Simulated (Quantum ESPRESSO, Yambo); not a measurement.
# MgO (Fm-3m): a self-consistent loop beyond G0W0, cycle by cycle, part 2 of 2

How far does self-consistency move the gap of MgO (Fm-3m)?

Quantum ESPRESSO 7.5 and Yambo 5.3.0; PBE and many-body steps on it, plane waves. Known limits of the many-body steps: not at the basis limit; coarse k mesh.

So far. Step 4 (G0W0): The gap on the mesh goes from 4.89 eV to 7.03 eV, a correction of +2.13 eV. Step 5 (evGW0, cycle 1): Against G0W0 in Yambo (4×4×4 mesh, 49 bands, screening to 129.3 eV, Godby-Needs plasmon pole), the gap moves by +0.251 eV.

## 6. evGW0, cycle 2

Level of this step: evGW0 on PBE, plane waves, norm-conserving pseudopotentials (Yambo).

The corrected levels of the last cycle go back in.

File gw3.in:

```
HF_and_locXC
gw0
dyson
ppa
em1d
rim_cut
RandQpts= 1000000
RandGvec= 1 RL
EXXRLvcs= 76 Ry
VXCRLvcs= 304 Ry
Chimod= "HARTREE"
% BndsRnXp
 1 | 49 |
%
NGsBlkXp= 9.5 Ry
% LongDrXp
 1 | 1 | 1 |
%
% GbndRnge
 1 | 49 |
%
DysSolver= "n"
ExtendOut
PPAPntXp= 27.21138 eV
% QPkrange
 1 | 8 | 6 | 12 |
%
GfnQPdb= "E < ./gw2_fix/ndb.QP"
```

Launch:

```console
$ OMP_NUM_THREADS=1 mpirun -n 4 yambo -F gw3.in -J gw3,gw1_W -C gw3 > gw3.log
```

The log of the run:

```text
 Yambo, version 5.3.0

 [02] CORE Variables Setup
 =========================

  [... cell, symmetries and grids as in the set-up ...]

  [02.05] Energies & Occupations
  ==============================

  [X] === General ===
  [X] Electronic Temperature                        :  0.000000  0.000000 [eV K]
  [X] Bosonic    Temperature                        :  0.000000  0.000000 [eV K]
  [X] Finite Temperature mode                       : no
  [X] El. density                                   :  0.86755E+24 [cm-3]
[...]
Sx RL components                                 :  1459

   QP @ state[ 1 ] K range                          :   1   8
   QP @ state[ 1 ] b range                          :   6  12
   GF energies kind                                 : Perdew, Burke & Ernzerhof(X)+Perdew, Burke & Ernzerhof(C)+ E < ./gw1/ndb.QP + @E Fit+ E < ./gw2_fix/
   GF WF`s kind                                     : Perdew, Burke & Ernzerhof(X)+Perdew, Burke & Ernzerhof(C)
   Xs energies kind                                 : Perdew, Burke & Ernzerhof(X)+Perdew, Burke & Ernzerhof(C)
   Xs WF`s kind                                     : Perdew, Burke & Ernzerhof(X)+Perdew, Burke & Ernzerhof(C)

 [13] Game Over & Game summary
```

The job ended after 20 s (4 MPI ranks of Arm Neoverse V1, shared host; peak memory 1.2 GiB; 80 s of CPU time).

This step gave:

* quasiparticle gap on the mesh: 7.307 eV
* gap of the density functional on the mesh: 4.895 eV
* k of the valence top: 0, 0, 0
* k of the conduction bottom: 0, 0, 0
* least direct quasiparticle gap on the computed points: 7.307 eV

Against the cycle before, the gap moves by +0.029 eV.

The program's own table gives 7.613 eV, which is too large where the input levels are shifted: this version takes Σc at the unshifted level E₀, yet steps from the shifted one. The value above is the Newton step from E₀, E₀ + Z(Σc + Σx − Vxc), rebuilt from the printed columns.

## 7. evGW0, cycle 3

gw4.in, as its differences from gw3.in of step 6:

```diff
@@ -27,2 +27,2 @@
 %
-GfnQPdb= "E < ./gw2_fix/ndb.QP"
+GfnQPdb= "E < ./gw3_fix/ndb.QP"
```

Launch:

```console
$ OMP_NUM_THREADS=1 mpirun -n 4 yambo -F gw4.in -J gw4,gw1_W -C gw4 > gw4.log
```

The log of the run:

```text
 Yambo, version 5.3.0

 [02] CORE Variables Setup
 =========================

  [... cell, symmetries and grids as in the set-up ...]

  [02.05] Energies & Occupations
  ==============================

  [X] === General ===
  [X] Electronic Temperature                        :  0.000000  0.000000 [eV K]
  [X] Bosonic    Temperature                        :  0.000000  0.000000 [eV K]
  [X] Finite Temperature mode                       : no
  [X] El. density                                   :  0.86755E+24 [cm-3]
[...]
Sx RL components                                 :  1459

   QP @ state[ 1 ] K range                          :   1   8
   QP @ state[ 1 ] b range                          :   6  12
   GF energies kind                                 : Perdew, Burke & Ernzerhof(X)+Perdew, Burke & Ernzerhof(C)+ E < ./gw1/ndb.QP + @E Fit+ E < ./gw2_fix/
   GF WF`s kind                                     : Perdew, Burke & Ernzerhof(X)+Perdew, Burke & Ernzerhof(C)
   Xs energies kind                                 : Perdew, Burke & Ernzerhof(X)+Perdew, Burke & Ernzerhof(C)
   Xs WF`s kind                                     : Perdew, Burke & Ernzerhof(X)+Perdew, Burke & Ernzerhof(C)

 [13] Game Over & Game summary
```

Elapsed: 20 s, on 4 MPI ranks; peak memory 1.2 GiB; 80 s of CPU time.

Numbers from this step:

- quasiparticle gap on the mesh: 7.311 eV
- gap of the density functional on the mesh: 4.895 eV
- k of the valence top: 0, 0, 0
- k of the conduction bottom: 0, 0, 0
- least direct quasiparticle gap on the computed points: 7.311 eV

Against the cycle before, the gap moves by +0.003 eV.

The program's own table gives 7.620 eV, which is too large where the input levels are shifted: this version takes Σc at the unshifted level E₀, yet steps from the shifted one. The value above is the Newton step from E₀, E₀ + Z(Σc + Σx − Vxc), rebuilt from the printed columns.

## 8. evGW, cycle 1

This step: evGW on PBE, plane waves, norm-conserving pseudopotentials.

gw5.in, as its differences from gw4.in of step 7:

```diff
@@ -27,2 +27,3 @@
 %
-GfnQPdb= "E < ./gw3_fix/ndb.QP"
+GfnQPdb= "E < ./gw1/ndb.QP"
+XfnQPdb= "E < ./gw1/ndb.QP"
```

Launch:

```console
$ OMP_NUM_THREADS=1 mpirun -n 4 yambo -F gw5.in -J gw5 -C gw5 > gw5.log
```

The log of the run:

```text
 Yambo, version 5.3.0

 [02] CORE Variables Setup
 =========================

  [... cell, symmetries and grids as in the set-up ...]

  [02.05] Energies & Occupations
  ==============================

  [X] === General ===
  [X] Electronic Temperature                        :  0.000000  0.000000 [eV K]
  [X] Bosonic    Temperature                        :  0.000000  0.000000 [eV K]
  [X] Finite Temperature mode                       : no
  [X] El. density                                   :  0.86755E+24 [cm-3]
[...]
Sx RL components                                 :  1459

   QP @ state[ 1 ] K range                          :   1   8
   QP @ state[ 1 ] b range                          :   6  12
   GF energies kind                                 : Perdew, Burke & Ernzerhof(X)+Perdew, Burke & Ernzerhof(C)+ E < ./gw1/ndb.QP + @E Fit
   GF WF`s kind                                     : Perdew, Burke & Ernzerhof(X)+Perdew, Burke & Ernzerhof(C)
   Xs energies kind                                 : Perdew, Burke & Ernzerhof(X)+Perdew, Burke & Ernzerhof(C)
   Xs WF`s kind                                     : Perdew, Burke & Ernzerhof(X)+Perdew, Burke & Ernzerhof(C)

 [15] Game Over & Game summary
```

Run time: 26 s. Hardware: 4 MPI ranks; peak memory 1.2 GiB.

Numbers from this step:

```yaml
quasiparticle_gap_on_the_mesh: 7.757 eV
gap_of_the_density_functional_on_the_mesh: 4.895 eV
k_of_the_valence_top: 0, 0, 0
k_of_the_conduction_bottom: 0, 0, 0
least_direct_quasiparticle_gap_on_the_computed_points: 7.757 eV
```

Against G0W0 in Yambo (4×4×4 mesh, 49 bands, screening to 129.3 eV, Godby-Needs plasmon pole), the gap moves by +0.730 eV.

The program's own table gives 8.001 eV, which is too large where the input levels are shifted: this version takes Σc at the unshifted level E₀, yet steps from the shifted one. The value above is the Newton step from E₀, E₀ + Z(Σc + Σx − Vxc), rebuilt from the printed columns.

## 9. evGW, cycle 2

gw6.in, as its differences from gw5.in of step 8:

```diff
@@ -27,3 +27,3 @@
 %
-GfnQPdb= "E < ./gw1/ndb.QP"
-XfnQPdb= "E < ./gw1/ndb.QP"
+GfnQPdb= "E < ./gw5_fix/ndb.QP"
+XfnQPdb= "E < ./gw5_fix/ndb.QP"
```

Launch:

```console
$ OMP_NUM_THREADS=1 mpirun -n 4 yambo -F gw6.in -J gw6 -C gw6 > gw6.log
```

The log of the run:

```text
 Yambo, version 5.3.0

 [02] CORE Variables Setup
 =========================

  [... cell, symmetries and grids as in the set-up ...]

  [02.05] Energies & Occupations
  ==============================

  [X] === General ===
  [X] Electronic Temperature                        :  0.000000  0.000000 [eV K]
  [X] Bosonic    Temperature                        :  0.000000  0.000000 [eV K]
  [X] Finite Temperature mode                       : no
  [X] El. density                                   :  0.86755E+24 [cm-3]
[...]
Sx RL components                                 :  1459

   QP @ state[ 1 ] K range                          :   1   8
   QP @ state[ 1 ] b range                          :   6  12
   GF energies kind                                 : Perdew, Burke & Ernzerhof(X)+Perdew, Burke & Ernzerhof(C)+ E < ./gw1/ndb.QP + @E Fit+ E < ./gw5_fix/
   GF WF`s kind                                     : Perdew, Burke & Ernzerhof(X)+Perdew, Burke & Ernzerhof(C)
   Xs energies kind                                 : Perdew, Burke & Ernzerhof(X)+Perdew, Burke & Ernzerhof(C)
   Xs WF`s kind                                     : Perdew, Burke & Ernzerhof(X)+Perdew, Burke & Ernzerhof(C)

 [15] Game Over & Game summary
```

Run time: 26 s. Hardware: 4 MPI ranks; peak memory 1.2 GiB.

Numbers from this step:

* quasiparticle gap on the mesh: 7.970 eV
* gap of the density functional on the mesh: 4.895 eV
* k of the valence top: 0, 0, 0
* k of the conduction bottom: 0, 0, 0
* least direct quasiparticle gap on the computed points: 7.970 eV

Against the cycle before, the gap moves by +0.213 eV.

The program's own table gives 8.274 eV, which is too large where the input levels are shifted: this version takes Σc at the unshifted level E₀, yet steps from the shifted one. The value above is the Newton step from E₀, E₀ + Z(Σc + Σx − Vxc), rebuilt from the printed columns.

## 10. evGW, cycle 3

gw7.in, as its differences from gw6.in of step 9:

```diff
@@ -27,3 +27,3 @@
 %
-GfnQPdb= "E < ./gw5_fix/ndb.QP"
-XfnQPdb= "E < ./gw5_fix/ndb.QP"
+GfnQPdb= "E < ./gw6_fix/ndb.QP"
+XfnQPdb= "E < ./gw6_fix/ndb.QP"
```

Launch:

```console
$ OMP_NUM_THREADS=1 mpirun -n 4 yambo -F gw7.in -J gw7 -C gw7 > gw7.log
```

The log of the run:

```text
 Yambo, version 5.3.0

 [02] CORE Variables Setup
 =========================

  [... cell, symmetries and grids as in the set-up ...]

  [02.05] Energies & Occupations
  ==============================

  [X] === General ===
  [X] Electronic Temperature                        :  0.000000  0.000000 [eV K]
  [X] Bosonic    Temperature                        :  0.000000  0.000000 [eV K]
  [X] Finite Temperature mode                       : no
  [X] El. density                                   :  0.86755E+24 [cm-3]
[...]
Sx RL components                                 :  1459

   QP @ state[ 1 ] K range                          :   1   8
   QP @ state[ 1 ] b range                          :   6  12
   GF energies kind                                 : Perdew, Burke & Ernzerhof(X)+Perdew, Burke & Ernzerhof(C)+ E < ./gw1/ndb.QP + @E Fit+ E < ./gw5_fix/
   GF WF`s kind                                     : Perdew, Burke & Ernzerhof(X)+Perdew, Burke & Ernzerhof(C)
   Xs energies kind                                 : Perdew, Burke & Ernzerhof(X)+Perdew, Burke & Ernzerhof(C)
   Xs WF`s kind                                     : Perdew, Burke & Ernzerhof(X)+Perdew, Burke & Ernzerhof(C)

 [15] Game Over & Game summary
```

Wall time 26 s (4 MPI ranks); peak memory 1.2 GiB.

This step gave:

| Property | Result |
| --- | --- |
| quasiparticle gap on the mesh | 8.027 eV |
| gap of the density functional on the mesh | 4.895 eV |
| k of the valence top | 0, 0, 0 |
| k of the conduction bottom | 0, 0, 0 |
| least direct quasiparticle gap on the computed points | 8.027 eV |

Against the cycle before, the gap moves by +0.057 eV.

The program's own table gives 8.347 eV, which is too large where the input levels are shifted: this version takes Σc at the unshifted level E₀, yet steps from the shifted one. The value above is the Newton step from E₀, E₀ + Z(Σc + Σx − Vxc), rebuilt from the printed columns.

## 11. evGW, cycle 4

gw8.in, as its differences from gw7.in of step 10:

```diff
@@ -27,3 +27,3 @@
 %
-GfnQPdb= "E < ./gw6_fix/ndb.QP"
-XfnQPdb= "E < ./gw6_fix/ndb.QP"
+GfnQPdb= "E < ./gw7_fix/ndb.QP"
+XfnQPdb= "E < ./gw7_fix/ndb.QP"
```

Launch:

```console
$ OMP_NUM_THREADS=1 mpirun -n 4 yambo -F gw8.in -J gw8 -C gw8 > gw8.log
```

The log of the run:

```text
 Yambo, version 5.3.0

 [02] CORE Variables Setup
 =========================

  [... cell, symmetries and grids as in the set-up ...]

  [02.05] Energies & Occupations
  ==============================

  [X] === General ===
  [X] Electronic Temperature                        :  0.000000  0.000000 [eV K]
  [X] Bosonic    Temperature                        :  0.000000  0.000000 [eV K]
  [X] Finite Temperature mode                       : no
  [X] El. density                                   :  0.86755E+24 [cm-3]
[...]
Sx RL components                                 :  1459

   QP @ state[ 1 ] K range                          :   1   8
   QP @ state[ 1 ] b range                          :   6  12
   GF energies kind                                 : Perdew, Burke & Ernzerhof(X)+Perdew, Burke & Ernzerhof(C)+ E < ./gw1/ndb.QP + @E Fit+ E < ./gw5_fix/
   GF WF`s kind                                     : Perdew, Burke & Ernzerhof(X)+Perdew, Burke & Ernzerhof(C)
   Xs energies kind                                 : Perdew, Burke & Ernzerhof(X)+Perdew, Burke & Ernzerhof(C)
   Xs WF`s kind                                     : Perdew, Burke & Ernzerhof(X)+Perdew, Burke & Ernzerhof(C)

 [15] Game Over & Game summary
```

Wall time 26 s (4 MPI ranks); peak memory 1.2 GiB; 99 s of CPU time.

Numbers from this step:

| Quantity | Value |
| --- | --- |
| quasiparticle gap on the mesh | 8.041 eV |
| gap of the density functional on the mesh | 4.895 eV |
| k of the valence top | 0, 0, 0 |
| k of the conduction bottom | 0, 0, 0 |
| least direct quasiparticle gap on the computed points | 8.041 eV |

Against the cycle before, the gap moves by +0.014 eV.

The program's own table gives 8.365 eV, which is too large where the input levels are shifted: this version takes Σc at the unshifted level E₀, yet steps from the shifted one. The value above is the Newton step from E₀, E₀ + Z(Σc + Σx − Vxc), rebuilt from the printed columns.

## 12. evGW, cycle 5

gw9.in, as its differences from gw8.in of step 11:

```diff
@@ -27,3 +27,3 @@
 %
-GfnQPdb= "E < ./gw7_fix/ndb.QP"
-XfnQPdb= "E < ./gw7_fix/ndb.QP"
+GfnQPdb= "E < ./gw8_fix/ndb.QP"
+XfnQPdb= "E < ./gw8_fix/ndb.QP"
```

Launch:

```console
$ OMP_NUM_THREADS=1 mpirun -n 4 yambo -F gw9.in -J gw9 -C gw9 > gw9.log
```

The log of the run:

```text
 Yambo, version 5.3.0

 [02] CORE Variables Setup
 =========================

  [... cell, symmetries and grids as in the set-up ...]

  [02.05] Energies & Occupations
  ==============================

  [X] === General ===
  [X] Electronic Temperature                        :  0.000000  0.000000 [eV K]
  [X] Bosonic    Temperature                        :  0.000000  0.000000 [eV K]
  [X] Finite Temperature mode                       : no
  [X] El. density                                   :  0.86755E+24 [cm-3]
[...]
Sx RL components                                 :  1459

   QP @ state[ 1 ] K range                          :   1   8
   QP @ state[ 1 ] b range                          :   6  12
   GF energies kind                                 : Perdew, Burke & Ernzerhof(X)+Perdew, Burke & Ernzerhof(C)+ E < ./gw1/ndb.QP + @E Fit+ E < ./gw5_fix/
   GF WF`s kind                                     : Perdew, Burke & Ernzerhof(X)+Perdew, Burke & Ernzerhof(C)
   Xs energies kind                                 : Perdew, Burke & Ernzerhof(X)+Perdew, Burke & Ernzerhof(C)
   Xs WF`s kind                                     : Perdew, Burke & Ernzerhof(X)+Perdew, Burke & Ernzerhof(C)

 [15] Game Over & Game summary
```

Wall time 26 s (4 MPI ranks); peak memory 1.2 GiB; 99 s of CPU time.

This step gave:

```yaml
quasiparticle_gap_on_the_mesh: 8.044 eV
gap_of_the_density_functional_on_the_mesh: 4.895 eV
k_of_the_valence_top: 0, 0, 0
k_of_the_conduction_bottom: 0, 0, 0
least_direct_quasiparticle_gap_on_the_computed_points: 8.044 eV
```

Against the cycle before, the gap moves by +0.003 eV.

The program's own table gives 8.369 eV, which is too large where the input levels are shifted: this version takes Σc at the unshifted level E₀, yet steps from the shifted one. The value above is the Newton step from E₀, E₀ + Z(Σc + Σx − Vxc), rebuilt from the printed columns.

## 13. Side by side

Times are wall times on 4 MPI ranks of Arm Neoverse V1, shared host, good to a factor of about two.

| run | mesh | bands | screening cutoff (eV) | DFT gap (eV) | gap on the mesh (eV) | direct (eV) | time |
| --- | --- | --- | --- | --- | --- | --- | --- |
| G0W0 | 4×4×4 | 49 | 129.3 | 4.895 | 7.027 | 7.027 | 26 s |
| evGW0, cycle 1 | 4×4×4 | 49 | 129.3 | 4.895 | 7.278 | 7.278 | 20 s |
| evGW0, cycle 2 | 4×4×4 | 49 | 129.3 | 4.895 | 7.307 | 7.307 | 20 s |
| evGW0, cycle 3 | 4×4×4 | 49 | 129.3 | 4.895 | 7.311 | 7.311 | 20 s |
| evGW, cycle 1 | 4×4×4 | 49 | 129.3 | 4.895 | 7.757 | 7.757 | 26 s |
| evGW, cycle 2 | 4×4×4 | 49 | 129.3 | 4.895 | 7.970 | 7.970 | 26 s |
| evGW, cycle 3 | 4×4×4 | 49 | 129.3 | 4.895 | 8.027 | 8.027 | 26 s |
| evGW, cycle 4 | 4×4×4 | 49 | 129.3 | 4.895 | 8.041 | 8.041 | 26 s |
| evGW, cycle 5 | 4×4×4 | 49 | 129.3 | 4.895 | 8.044 | 8.044 | 26 s |

## 14. Results

| Item | Value |
| --- | --- |
| G0W0 | 7.027 eV |
| evGW0, cycle 1 | 7.278 eV |
| evGW0, cycle 2 | 7.307 eV |
| evGW0, cycle 3 | 7.311 eV |
| evGW, cycle 1 | 7.757 eV |
| evGW, cycle 2 | 7.970 eV |
| evGW, cycle 3 | 8.027 eV |
| evGW, cycle 4 | 8.041 eV |
| evGW, cycle 5 | 8.044 eV |
| known limits | not at the basis limit; coarse k mesh |

What this shows: evGW0 ends at 7.31 eV, +0.28 eV from G0W0, after 3 cycles that took 60 s beside the first screening; the last moved the gap by 0.003 eV. evGW ends at 8.04 eV, +1.02 eV from G0W0, after 5 cycles that took 2.1 min beside the first screening; the last moved the gap by 0.003 eV. Against experiment, by evGW, cycle 5: the direct gap of 8.04 eV lies +0.21 eV from the measured 7.83 eV (direct, quoted 2021). An exciton line or allowed optical edge lies below the quasiparticle gap by the binding energy; a forbidden edge can push the onset above it. These are gaps on the mesh, at modest bands and cutoff. The calculation has static nuclei and no excitons; a measured gap holds zero-point and thermal motion, which mostly lowers it. Bands and cutoff are finite, so the gap is not at the basis limit. The miss can reach some tenths of an eV and take either sign; the mesh is an error of its own. The 4×4×4 mesh is coarse for this cell, which bears on the long-range parts of exchange and screening.

[Paths, hosts, dates, memory and timing lines, banners, echoed tables and standing remarks are left out of the program output.]

[Logs are printed without paths, hosts, clocks, repeated set-up lines and the standing remarks that a program may print on its own settings, such as how far it seeks lower states.]

[Runs of the session that timed out or met a known fault of the program may be left out.]

[Hosts, paths, dates, database ids (printed as entryN), source tags and the programs' standing remarks are cut or masked in the printed files.]
